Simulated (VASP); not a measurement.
# Li2O (Fm-3m) in VASP: single point with r2SCAN

Aim: the single point of Li2O with r2SCAN.

Program: VASP 6.6.1. These are calculated values, not measurements. Logs are shortened: lines on timing, memory, paths and dates and some standing lists are left out, and cuts for length are marked.

## Step 1: The structure

Symmetry: Fm-3m, No. 225, cubic system. The conventional cell has a = 4.626 Å, b = 4.626 Å, c = 4.626 Å, α = 90.00°, β = 90.00°, γ = 90.00°. Li (site symmetry -43m) has 4 O at 2.00 Å as nearest neighbours. O (site symmetry m-3m) is surrounded by 8 Li at 2.00 Å.

## Step 2: Single point, r2SCAN

File POSCAR:

```
Li2O
1.0
    0.0000000000      2.3130253907      2.3130253907
    2.3130253907      0.0000000000      2.3130253907
    2.3130253907      2.3130253907      0.0000000000
Li O
2 1
Direct
    0.2500000000      0.2500000000      0.2500000000
    0.7500000000      0.7500000000      0.7500000000
    0.0000000000      0.0000000000      0.0000000000
```

File INCAR.step1:

```
PREC = Accurate
ENCUT = 520
ISMEAR = 0
SIGMA = 0.02
LREAL = False
LASPH = True
NELM = 80
NBANDS = 13
GGA = PE
ALGO = Normal
EDIFF = 1E-4
LWAVE = True
LCHARG = False
```

File INCAR.step2:

```
PREC = Accurate
ENCUT = 520
EDIFF = 1E-7
ISMEAR = 0
SIGMA = 0.02
LREAL = False
LASPH = True
NELM = 80
ALGO = Normal
ISIF = 2
LWAVE = False
LCHARG = True
METAGGA = R2SCAN
LMIXTAU = True
LELF = True
LVHAR = True
NBANDS = 13
ISTART = 1
```

File KPOINTS:

```
Automatic mesh
0
Gamma
  8 8 8
```

Potentials or basis: VASP PAW PBE potentials, release 64 (Li_sv, O).

Command:

```sh
$ cat potpaw_PBE.64/Li_sv/POTCAR potpaw_PBE.64/O/POTCAR > POTCAR
$ cp INCAR.step1 INCAR
$ mpirun -np 1 vasp_std > vasp.out
$ cp INCAR.step2 INCAR
$ mpirun -np 1 vasp_std > vasp.out
```

OUTCAR:

```text
PREC = Accurate
   ENCUT = 520
   EDIFF = 1E-7
   ISMEAR = 0
   LREAL = False
   LASPH = True
   NELM = 80
   ISIF = 2
   METAGGA = R2SCAN
   ISTART = 1

 ion  position               nearest neighbor table
   1  0.250  0.250  0.250-   3 2.00   3 2.00   3 2.00   3 2.00   2 2.31   2 2.31   2 2.31   2 2.31
                             2 2.31   2 2.31
   2  0.750  0.750  0.750-   3 2.00   3 2.00   3 2.00   3 2.00   1 2.31   1 2.31   1 2.31   1 2.31
                             1 2.31   1 2.31
   3  0.000  0.000  0.000-   2 2.00   2 2.00   2 2.00   1 2.00   2 2.00   1 2.00   1 2.00   1 2.00

  LATTYP: Found a face centered cubic cell.
 ALAT       =     4.6260507814

  Lattice vectors:

 A1 = (   0.0000000000,   2.3130253907,   2.3130253907)
 A2 = (   2.3130253907,   0.0000000000,   2.3130253907)
 A3 = (   2.3130253907,   2.3130253907,   0.0000000000)

Analysis of symmetry for initial positions (statically):
=====================================================================
 Subroutine PRICEL returns:
 Original cell was already a primitive cell.

 Routine SETGRP: Setting up the symmetry group for a
 face centered cubic supercell.

 Subroutine GETGRP returns: Found 48 space group operations
 (whereof 48 operations were pure point group operations)
 out of a pool of 48 trial point group operations.

The static configuration has the point symmetry O_h .

Analysis of symmetry for dynamics (positions and initial velocities):
=====================================================================
 Subroutine PRICEL returns:
 Original cell was already a primitive cell.

 Routine SETGRP: Setting up the symmetry group for a
 face centered cubic supercell.

 Subroutine GETGRP returns: Found 48 space group operations
 (whereof 48 operations were pure point group operations)
 out of a pool of 48 trial point group operations.

The dynamic configuration has the point symmetry O_h .

 Subroutine INISYM returns: Found 48 space group operations
 (whereof 48 operations are pure point group operations),
 and found     1 'primitive' translations

----------------------------------------------------------------------------------------

                                     Primitive cell

  volume of cell :      24.7498

  direct lattice vectors                    reciprocal lattice vectors
     0.000000000  2.313025391  2.313025391    -0.216167104  0.216167104  0.216167104
     2.313025391  0.000000000  2.313025391     0.216167104 -0.216167104  0.216167104
     2.313025391  2.313025391  0.000000000     0.216167104  0.216167104 -0.216167104

  length of vectors
[... 99 lines left out ...]
   ISMEAR =     0;   SIGMA  =   0.02  broadening in eV -4-tet -1-fermi 0-gaus
   EFERMI_NEDOS =   21; number of points for ismear=-14 and -15
   IALGO  =     38    algorithm
   IMIX   =      4    mixing-type and parameters
     AMIX     =   0.40;   BMIX     =  1.00
     AMIX_MAG =   1.60;   BMIX_MAG =  1.00
  volume/ion in A,a.u.               =       8.25        55.67
  Fermi-wavevector in a.u.,A,eV,Ry     =   1.286110  2.430396 22.505117  1.654079
  Thomas-Fermi vector in A             =   2.418204
   LORBIT       =      0    0 simple, 1 ext, 2 COOP (PROOUT), +10 PAW based schemes
   METAGGA = R2SCAN    functional components
   LHFCALC =     F    Hartree Fock is set to
   AEXX    =    0.0000 exact exchange contribution
   IVDW    =     0    specifies the selected vdW correction
   LEPSILON=     F    determine dielectric tensor
   LRPA    =     F    only Hartree local field effects (RPA)
 non-spin polarized calculation
 Gauss-broadening in eV      SIGMA  =   0.02
  energy-cutoff  :      520.00
  volume of cell :       24.75
 maximum number of plane-waves:       684
   NGX = 13   NGY = 13   NGZ = 13

 number of electron      11.9999975 magnetization

 Free energy of the ion-electron system (eV)
  ---------------------------------------------------
  ext. energy  EPLUGINS =         0.00000000
  ---------------------------------------------------
  free energy    TOTEN  =       -16.82480374 eV

  energy without entropy =      -16.82480374  energy(sigma->0) =      -16.82480374

 E-fermi :   1.0719     XC(G=0): -10.2501

 val. band max:        0.9153812919   @ k =   0.0000   0.0000   0.0000
 cond. band min:       6.5717926627   @ k =   0.5000   0.5000   0.0000
 fundamental gap:      5.6564113707
 Fermi energy:         1.0718996467

 k-point     1 :       0.0000    0.0000    0.0000
  band No.  band energies     occupation
      1     -43.3806      2.00000
      2     -43.0659      2.00000
      3     -15.4517      2.00000
      4       0.9153      2.00000
      5       0.9153      2.00000
      6       0.9154      2.00000
      7       6.9714      0.00000
      8      13.9850      0.00000
      9      13.9850      0.00000
     10      13.9859      0.00000
     11      21.0683      0.00000
     12      21.0683      0.00000
     13      21.0690      0.00000
[... 354 lines left out ...]
  band No.  band energies     occupation
      1     -43.2082      2.00000
      2     -43.2076      2.00000
      3     -15.2234      2.00000
      4      -1.4891      2.00000
      5      -0.0707      2.00000
      6       0.1199      2.00000
      7       9.6105      0.00000
      8      12.1425      0.00000
      9      15.0228      0.00000
     10      15.4329      0.00000
     11      19.7908      0.00000
     12      20.1937      0.00000
     13      25.3677      0.00000

 [... further k-points ...]

------------------------ aborting loop because EDIFF is reached ----------------------------------------

  FORCE on cell =-STRESS in cart. coord.  units (eV):
  Direction    XX          YY          ZZ          XY          YZ          ZX
  --------------------------------------------------------------------------------------
  -------------------------------------------------------------------------------------
  Total       -0.5006741     -0.5006741     -0.5006741      0.0000000     -0.0000000     -0.0000000
  in kB      -32.4111535    -32.4111535    -32.4111535      0.0000000     -0.0000000     -0.0000000
  external PRESSURE =     -32.4111535 kB  Pullay stress =       0.0000000 kB

 VOLUME and BASIS-vectors are now :
 -----------------------------------------------------------------------------
  energy-cutoff  :      520.00
  volume of cell :       24.75
      direct lattice vectors                 reciprocal lattice vectors
     0.000000000  2.313025391  2.313025391    -0.216167104  0.216167104  0.216167104
     2.313025391  0.000000000  2.313025391     0.216167104 -0.216167104  0.216167104
     2.313025391  2.313025391  0.000000000     0.216167104  0.216167104 -0.216167104

 POSITION                                       TOTAL-FORCE (eV/Angst)
 -----------------------------------------------------------------------------------
      1.15651      1.15651      1.15651         0.000000      0.000000      0.000000
      3.46954      3.46954      3.46954        -0.000000     -0.000000     -0.000000
      0.00000      0.00000      0.00000         0.000000     -0.000000      0.000000
 -----------------------------------------------------------------------------------
    total drift:                               -0.000000      0.000000      0.000000

  FREE ENERGIE OF THE ION-ELECTRON SYSTEM (eV)
  ---------------------------------------------------
  free  energy   TOTEN  =       -16.8248037407 eV

  energy  without entropy=      -16.8248037407  energy(sigma->0) =      -16.82480374
```

OUTCAR.step1:

```text
PREC = Accurate
   ENCUT = 520
   ISMEAR = 0
   LREAL = False
   LASPH = True
[... 611 lines left out ...]
      1.15651      1.15651      1.15651        -0.000000     -0.000000      0.000000
      3.46954      3.46954      3.46954         0.000000      0.000000      0.000000
      0.00000      0.00000      0.00000        -0.000000     -0.000000     -0.000000
 -----------------------------------------------------------------------------------
    total drift:                               -0.000000      0.000000      0.000000

  FREE ENERGIE OF THE ION-ELECTRON SYSTEM (eV)
  ---------------------------------------------------
  free  energy   TOTEN  =       -14.3472488107 eV

  energy  without entropy=      -14.3472488107  energy(sigma->0) =      -14.34724881
```

Wall time 31 s (1 thread of AMD EPYC 9R45 (Zen 5), shared host); peak memory 0.11 GiB.

Results:

```
Free energy            : -16.8248 eV
Band gap on the k mesh : 5.66 eV, indirect (least direct gap 6.06 eV)
```

Caveat: the cutoff is under 1.25 times the usual one of these potentials, so pressure, stress and relaxed cells hold a basis-set (Pulay) error; the PAW data sets were made with another functional, which shifts forces and pressure a little. A k mesh can miss the band edges.
